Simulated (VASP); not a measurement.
# Zr6C5 in VASP: further runs

The runs below take Zr6C5 through single point, with PBE.

Everything below comes from runs of VASP 6.6.1. Logs are shortened: lines on timing, memory, paths and dates and some standing lists are left out, and cuts for length are marked.

**1. Starting point**

The cell holds a slab with vacuum, 11 atoms: a = 3.324 Å, b = 3.324 Å, c = 21.569 Å, α = 90.00°, β = 90.00°, γ = 120.00°.

**2. Single point, PBE**

Contents of INCAR:

```
PREC     = Accurate       # precision mode
ENCUT    = 460            # plane-wave cutoff, eV
EDIFF    = 1E-7           # SCF threshold, eV
ISMEAR   = 1              # smearing method
SIGMA    = 0.1            # smearing width, eV
LREAL    = False          # projectors in reciprocal space
LASPH    = True           # aspherical terms in the spheres
NELM     = 120            # most SCF steps
ALGO     = Normal         # electronic algorithm
ISIF     = 2              # what is computed and relaxed
LWAVE    = False          # write WAVECAR
LCHARG   = False          # write CHGCAR
LDIPOL   = True         
IDIPOL   = 3            
DIPOL    = 0.5 0.5 0.500
GGA      = PE             # functional
NBANDS   = 65             # bands
LVHAR    = True         
LVACPOTAV= True
```

Contents of KPOINTS:

```
regular mesh
0
Gamma
  7 7 1
```

Contents of POSCAR:

```
Zr6C5
1.0
    3.3236988564      0.0000000000      0.0000000000
   -1.6618494282      2.8784076442      0.0000000000
    0.0000000000      0.0000000000     21.5689437615
Zr C
6 5
Direct
    0.3333333333      0.6666666667      0.1854518257
    0.0000000000      0.0000000000      0.3112710954
    0.6666666667      0.3333333333      0.4370903651
    0.3333333333      0.6666666667      0.5629096349
    0.0000000000      0.0000000000      0.6887289046
    0.6666666667      0.3333333333      0.8145481743
    0.6666666667      0.3333333333      0.2483614606
    0.3333333333      0.6666666667      0.3741807303
    0.0000000000      0.0000000000      0.5000000000
    0.6666666667      0.3333333333      0.6258192697
    0.3333333333      0.6666666667      0.7516385394
```

Potentials or basis: VASP PAW PBE potentials, release 64 (Zr_sv, C).

Run with:

```bash
cat potpaw_PBE.64/Zr_sv/POTCAR potpaw_PBE.64/C/POTCAR > POTCAR
mpirun -np 1 vasp_std > vasp.out
```

OUTCAR:

```text
PREC = Accurate
   ENCUT = 460
   EDIFF = 1E-7
   ISMEAR = 1
   LREAL = False
   LASPH = True
   NELM = 120
   ISIF = 2
   GGA = PE

 Found      8 irreducible k-points:

 Following reciprocal coordinates:
            Coordinates               Weight
  0.000000  0.000000  0.000000      1.000000
  0.142857 -0.000000  0.000000      6.000000
  0.285714 -0.000000  0.000000      6.000000
  0.428571 -0.000000  0.000000      6.000000
  0.142857  0.142857  0.000000      6.000000
  0.285714  0.142857  0.000000     12.000000
   k-points           NKPTS =      8   k-points in BZ     NKDIM =      8   number of bands    NBANDS=     65
   number of dos      NEDOS =    301   number of ions     NIONS =     11
   total plane-waves  NPLWV =  92160
   dimension x,y,z NGX =    24 NGY =   24 NGZ =  160
   dimension x,y,z NGXF=    48 NGYF=   48 NGZF=  320
   ions per type =               6   5
   NGX,Y,Z   is equivalent  to a cutoff of  12.00, 12.00, 12.33 a.u.
   NGXF,Y,Z  is equivalent  to a cutoff of  24.01, 24.01, 24.66 a.u.
 SYSTEM =  unknown system
   PREC   = accura    normal or accurate (medium, high low for compatibility)
   ISTART =      0    job   : 0-new  1-cont  2-samecut
   ICHARG =      2    charge: 1-file 2-atom 10-const
   ISPIN  =      1    spin polarized calculation?
   LNONCOLLINEAR =      F non collinear calculations
   LSORBIT =      F    spin-orbit coupling
   LASPH  =      T    aspherical Exc in radial PAW
   ENCUT  =  460.0 eV  33.81 Ry    5.81 a.u.   5.81  5.81 37.72*2*pi/ulx,y,z
   NELM   =    120;   NELMIN=  2; NELMDL= -5     # of ELM steps
   EDIFF  = 0.1E-06   stopping-criterion for ELM
   LREAL  =      F    real-space projection
   EDIFFG = 0.1E-05   stopping-criterion for IOM
   NSW    =      0    number of steps for IOM
   IBRION =     -1    ionic relax: 0-MD 1-quasi-New 2-CG
   NFREE  =      0    steps in history (QN), initial steepest desc. (CG)
   ISIF   =      2    stress and relaxation
   ISYM   =      2    0-nonsym 1-usesym 2-fastsym
   POTIM  = 0.5000    time-step for ionic-motion
   TEBEG  =    0.0;   TEEND  =   0.0 temperature during run
   PSTRESS=    0.0 pullay stress
   NELECT =      92.0000    total number of electrons
   NUPDOWN=      -1.0000    fix difference up-down
   EMIN   =  10.00;   EMAX   =-10.00  energy-range for DOS
   EFERMI =   0.00;   METHOD = LEGACY
   ISMEAR =     1;   SIGMA  =   0.10  broadening in eV -4-tet -1-fermi 0-gaus
   EFERMI_NEDOS =   21; number of points for ismear=-14 and -15
   IALGO  =     38    algorithm
   IMIX   =      4    mixing-type and parameters
     AMIX     =   0.40;   BMIX     =  1.00
     AMIX_MAG =   1.60;   BMIX_MAG =  1.00
  volume/ion in A,a.u.               =      18.76       126.59
  Fermi-wavevector in a.u.,A,eV,Ry     =   1.250652  2.363390 21.281287  1.564130
  Thomas-Fermi vector in A             =   2.384636
   LORBIT       =      0    0 simple, 1 ext, 2 COOP (PROOUT), +10 PAW based schemes
   GGA     = PE    functional components
   LHFCALC =     F    Hartree Fock is set to
   AEXX    =    0.0000 exact exchange contribution
   IVDW    =     0    specifies the selected vdW correction
   LEPSILON=     F    determine dielectric tensor
   LRPA    =     F    only Hartree local field effects (RPA)
 non-spin polarized calculation
 Methfessel and Paxton  Order N= 1 SIGMA  =   0.10
  energy-cutoff  :      460.00
  volume of cell :      206.35
 maximum number of plane-waves:      4656
 NGX is ok and might be reduce to    24
   NGX = 11   NGY = 11   NGZ = 75

 number of electron      91.9999995 magnetization

 dipolmoment           0.000000      0.000000     -0.000000 electrons x Angstroem

 Free energy of the ion-electron system (eV)
  ---------------------------------------------------
  ext. energy  EPLUGINS =         0.00000000
  ---------------------------------------------------
  free energy    TOTEN  =      -103.75579412 eV

  energy without entropy =     -103.76067667  energy(sigma->0) =     -103.75742164

 E-fermi :   6.2684     XC(G=0):  -9.7154

 val. band max:        6.2391644815   @ k =   0.4286   0.1429   0.0000
 cond. band min:       6.3108586113   @ k =   0.4286  -0.0000   0.0000
 fundamental gap:      0.0716941298
 Fermi energy:         6.2683555721

 k-point     1 :       0.0000    0.0000    0.0000
  band No.  band energies     occupation
      1     -42.8409      2.00000
      2     -42.8409      2.00000
      3     -41.9142      2.00000
      4     -41.9109      2.00000
      5     -41.8321      2.00000
      6     -41.7848      2.00000
[... 50 lines left out ...]
     57       8.8153      0.00000
     58       8.8655      0.00000

 k-point     2 :       0.1429   -0.0000    0.0000
  band No.  band energies     occupation
      1     -42.8294      2.00000
      2     -42.8293      2.00000
      3     -41.9002      2.00000
      4     -41.8976      2.00000
      5     -41.8188      2.00000
      6     -41.7752      2.00000
[... 50 lines left out ...]
     57       9.0008      0.00000
     58       9.3227      0.00000

 k-point     3 :       0.2857   -0.0000    0.0000
  band No.  band energies     occupation
      1     -42.8032      2.00000
      2     -42.8032      2.00000
      3     -41.8685      2.00000
      4     -41.8674      2.00000
      5     -41.7877      2.00000
      6     -41.7545      2.00000
[... 50 lines left out ...]
     57       9.5269      0.00000
     58       9.5778      0.00000

 k-point     4 :       0.4286   -0.0000    0.0000
  band No.  band energies     occupation
      1     -42.7821      2.00000
      2     -42.7821      2.00000
      3     -41.8431      2.00000
      4     -41.8429      2.00000
      5     -41.7600      2.00000
      6     -41.7405      2.00000
[... 50 lines left out ...]
     57      10.3071      0.00000
     58      10.4188      0.00000

 k-point     5 :       0.1429    0.1429    0.0000
  band No.  band energies     occupation
      1     -42.8105      2.00000
      2     -42.8105      2.00000
      3     -41.8773      2.00000
      4     -41.8758      2.00000
      5     -41.7966      2.00000
      6     -41.7601      2.00000
[... 50 lines left out ...]
     57       9.5282      0.00000
     58       9.9030      0.00000

 k-point     6 :       0.2857    0.1429    0.0000
  band No.  band energies     occupation
      1     -42.7868      2.00000
      2     -42.7868      2.00000
      3     -41.8488      2.00000
      4     -41.8484      2.00000
      5     -41.7666      2.00000
      6     -41.7432      2.00000
[... 50 lines left out ...]
     57      10.0726      0.00000
     58      10.4240      0.00000

 [... further k-points ...]

 [bands above 58 left out]

------------------------ aborting loop because EDIFF is reached ----------------------------------------

  FORCE on cell =-STRESS in cart. coord.  units (eV):
  Direction    XX          YY          ZZ          XY          YZ          ZX
  --------------------------------------------------------------------------------------
  -------------------------------------------------------------------------------------
  Total       -1.5254288     -1.5254288     -4.4372533      0.0000000      0.0000000      0.0000000
  in kB      -11.8440351    -11.8440351    -34.4525963      0.0000000      0.0000000      0.0000000
  external PRESSURE =     -19.3802222 kB  Pullay stress =       0.0000000 kB

 VOLUME and BASIS-vectors are now :
 -----------------------------------------------------------------------------
  energy-cutoff  :      460.00
  volume of cell :      206.35
      direct lattice vectors                 reciprocal lattice vectors
     3.323698856  0.000000000  0.000000000     0.300869616  0.173707154  0.000000000
    -1.661849428  2.878407644  0.000000000     0.000000000  0.347414308  0.000000000
     0.000000000  0.000000000 21.568943762     0.000000000  0.000000000  0.046362956

 POSITION                                       TOTAL-FORCE (eV/Angst)
 -----------------------------------------------------------------------------------
     -0.00000      1.91894      4.00000        -0.000000      0.000000      1.491036
      0.00000      0.00000      6.71379         0.000000      0.000000      0.466540
      1.66185      0.95947      9.42758        -0.000000     -0.000000     -0.008529
     -0.00000      1.91894     12.14137         0.000000      0.000000      0.008529
      0.00000      0.00000     14.85516         0.000000      0.000000     -0.466540
      1.66185      0.95947     17.56894         0.000000     -0.000000     -1.491036
      1.66185      0.95947      5.35689         0.000000      0.000000     -1.720757
     -0.00000      1.91894      8.07068         0.000000      0.000000     -0.195395
      0.00000      0.00000     10.78447         0.000000      0.000000      0.000000
      1.66185      0.95947     13.49826         0.000000     -0.000000      0.195395
     -0.00000      1.91894     16.21205        -0.000000      0.000000      1.720757
 -----------------------------------------------------------------------------------
    total drift:                               -0.000000      0.000000      0.000000

  FREE ENERGIE OF THE ION-ELECTRON SYSTEM (eV)
  ---------------------------------------------------
  free  energy   TOTEN  =      -103.7557941220 eV

  energy  without entropy=     -103.7606766680  energy(sigma->0) =     -103.75742164
```

Run time: 70 s. Hardware: 1 thread of Intel Xeon 6975P-C (Granite Rapids), shared host; peak memory 0.3 GiB.

These settings aren't checked as converged: the numbers below hold their error.

Results:

```yaml
Free_energy: -103.7558 eV
Largest_force: 1.721 eV/Å
Band_gap_on_the_k_mesh: none (metal or under the smearing width)
```

Caveat: the cutoff is under 1.25 times the usual one of these potentials, so pressure, stress and relaxed cells hold a basis-set (Pulay) error.

**3. Single point, PBE**

This run uses another cell than the first one, of 17.02 Å³/atom, 0.907 times its volume.

INCAR, as its differences from that of step 2:

```diff
@@ -12,5 +12,2 @@
 LCHARG   = False          # write CHGCAR
-LDIPOL   = True         
-IDIPOL   = 3            
-DIPOL    = 0.5 0.5 0.500
 GGA      = PE             # functional
@@ -18,2 +15,3 @@
 LVHAR    = True         
-LVACPOTAV= True
+LVACPOTAV= True         
+IDIPOL   = 3
```

Contents of KPOINTS:

```
regular mesh
0
Gamma
  9 9 1
```

Contents of POSCAR:

```
Zr6C5
1.0
    3.3236988564      0.0000000000      0.0000000000
   -1.6618494282      2.8784076442      0.0000000000
    0.0000000000      0.0000000000     19.5689437615
Zr C
6 5
Direct
    0.3333333333      0.6666666667      0.1533041352
    0.0000000000      0.0000000000      0.2919824811
    0.6666666667      0.3333333333      0.4306608270
    0.3333333333      0.6666666667      0.5693391730
    0.0000000000      0.0000000000      0.7080175189
    0.6666666667      0.3333333333      0.8466958648
    0.6666666667      0.3333333333      0.2226433082
    0.3333333333      0.6666666667      0.3613216541
    0.0000000000      0.0000000000      0.5000000000
    0.6666666667      0.3333333333      0.6386783459
    0.3333333333      0.6666666667      0.7773566918
```

Potentials or basis: VASP PAW PBE potentials, release 64 (Zr_sv, C).

Run with:

```bash
cat potpaw_PBE.64/Zr_sv/POTCAR potpaw_PBE.64/C/POTCAR > POTCAR
mpirun -np 1 vasp_std > vasp.out
```

Wall time 77 s (1 thread of Intel Xeon 6975P-C (Granite Rapids), shared host); peak memory 0.3 GiB.

The run converged, but some of its settings lie outside the range that counts as converged, so its numbers aren't taken as properties of the slab.

What came out:

- Free energy: -103.8104 eV
- Largest force: 1.716 eV/Å
- Band gap on the k mesh: none (metal or under the smearing width)

Caveat: the cutoff is under 1.25 times the usual one of these potentials, so pressure, stress and relaxed cells hold a basis-set (Pulay) error.

**4. Single point, PBE**

INCAR, as its differences from that of step 3:

```diff
@@ -12,2 +12,5 @@
 LCHARG   = False          # write CHGCAR
+LDIPOL   = True         
+IDIPOL   = 3            
+DIPOL    = 0.5 0.5 0.500
 GGA      = PE             # functional
@@ -15,3 +18,2 @@
 LVHAR    = True         
-LVACPOTAV= True         
-IDIPOL   = 3
+LVACPOTAV= True
```

KPOINTS is that of step 3.

Contents of POSCAR:

```
Zr6C5
1.0
    3.3236988564      0.0000000000      0.0000000000
   -1.6618494282      2.8784076442      0.0000000000
    0.0000000000      0.0000000000     21.5689437615
Zr C
6 5
Direct
    0.3333333333      0.6666666667      0.1854518257
    0.0000000000      0.0000000000      0.3112710954
    0.6666666667      0.3333333333      0.4370903651
    0.3333333333      0.6666666667      0.5629096349
    0.0000000000      0.0000000000      0.6887289046
    0.6666666667      0.3333333333      0.8145481743
    0.6666666667      0.3333333333      0.2483614606
    0.3333333333      0.6666666667      0.3741807303
    0.0000000000      0.0000000000      0.5000000000
    0.6666666667      0.3333333333      0.6258192697
    0.3333333333      0.6666666667      0.7516385394
```

Run with:

```bash
cat potpaw_PBE.64/Zr_sv/POTCAR potpaw_PBE.64/C/POTCAR > POTCAR
mpirun -np 1 vasp_std > vasp.out
```

Wall time 1.7 min (1 thread of Intel Xeon 6975P-C (Granite Rapids), shared host); peak memory 0.33 GiB.

The run converged, but some of its settings lie outside the range that counts as converged, so its numbers aren't taken as properties of the slab.

What came out:

| Item | Value |
| --- | --- |
| Free energy | -103.7619 eV |
| Largest force | 1.737 eV/Å |
| Band gap on the k mesh | none (metal or under the smearing width) |

Caveat: the cutoff is under 1.25 times the usual one of these potentials, so pressure, stress and relaxed cells hold a basis-set (Pulay) error.

(Continued in part 2 of 2.)
